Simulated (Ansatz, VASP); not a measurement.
# LiCl: VASP beside Ansatz

Contents of INCAR:

```
SYSTEM = LiCl
PREC = Accurate
ENCUT = 520
EDIFF = 1E-6
ISMEAR = 0
SIGMA = 0.02
LREAL = .False.
LASPH = .True.
NELM = 100
ALGO = Normal
ISIF = 2
LWAVE = .False.
LCHARG = .True.
GGA = PE
LELF = .True.
LVHAR = .True.
NBANDS = 12
```

KPOINTS

```
Automatic mesh
0
Gamma
  8 8 8
  0 0 0
```

The input POSCAR:

```
LiCl
1.0
    0.0000000000      2.6406188435      2.6406188435
    2.6406188435      0.0000000000      2.6406188435
    2.6406188435      2.6406188435      0.0000000000
Li Cl
1 1
Direct
    0.0000000000      0.0000000000      0.0000000000
    0.5000000000      0.5000000000      0.5000000000
```

Input for Ansatz:

```yaml
crystal:
  lattice:
    - [0.0, 2.6406188435, 2.6406188435]
    - [2.6406188435, 0.0, 2.6406188435]
    - [2.6406188435, 2.6406188435, 0.0]
  atoms:
    - { symbol: Li, position: [0.0, 0.0, 0.0] }
    - { symbol: Cl, position: [0.5, 0.5, 0.5] }
basis:
  ecutwfc: 420
kpoints:
  mp_grid: { grid: [8, 8, 8] }
hamiltonian:
  xc: pbe
scf:
  occupations: { method: gaussian, width: 0.02 }
output:
  forces: true
  stress: true
  eigenvalues: true
```

Alike in both runs: task single point; functional PBE; k mesh 8 × 8 × 8; occupations gaussian, width 0.02 eV; no spin polarisation.

|  | VASP | Ansatz |
| --- | --- | --- |
| version | VASP 6.6.1 | Ansatz 0.2.0 |
| potentials or method | VASP PAW PBE potentials, release 64 (Li_sv, Cl) | scalar-relativistic, plane waves, PAW |
| plane-wave cutoff (eV) | 520 | 420 |
| valence electrons in the cell | 10 | 10 |

```csv
,VASP,Ansatz,Ansatz less VASP
gap on the k mesh at the Fermi level (eV),5.87,5.86,-0.011
least direct gap on the mesh (eV),5.87,5.86,-0.011
```

 A k mesh can miss the band edges.
